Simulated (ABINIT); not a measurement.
## BN: equation of state with PBE

The system is BN.

```
N B
1.0
     1.25112    0.72234    3.37293
    -1.25112    0.72234    3.37293
     0.00000   -1.44467    3.37293
N B
1 1
Cartesian
  0.0000 0.0000 6.7517
  0.0000 0.0000 0.0033
```

The cell is a database's computed one.

```json
{"Program": "ABINIT 10.8.3 (patched build)", "Task": "equation of state", "Functional": "PBE", "Potentials or basis": "JTH PAW PBE v2.0", "Cutoff": "707 eV", "k mesh": "12 × 12 × 12", "Occupations": "fermi-dirac, width 0.05 eV", "Spin": "no spin polarisation"}
```

```json
{"Equilibrium volume": "9.29 Å³/atom", "Bulk modulus at fixed shape and positions": "234 GPa", "Pressure derivative of the bulk modulus": "3.6"}
```

Energy against volume, from the lowest point:
| volume (Å³/atom) | energy (meV/atom) |
| --- | --- |
| 8.596 | 42.25 |
| 8.779 | 22.12 |
| 8.962 | 8.72 |
| 9.145 | 1.55 |
| 9.328 | 0.00 |
| 9.510 | 3.55 |
| 9.693 | 11.89 |

Run time: 4.5 min on 1 thread of Intel(R) Xeon(R) Platinum 8488C (Sapphire Rapids) (shared host), peak memory 0.17 GiB.

Caveat: pressures at fixed basis lie under the slope of the energies; the cell was scaled at fixed shape and fractional positions, which overstates the stiffness of a crystal with free parameters, most of all of layers and chains; the atomic spheres overlap.
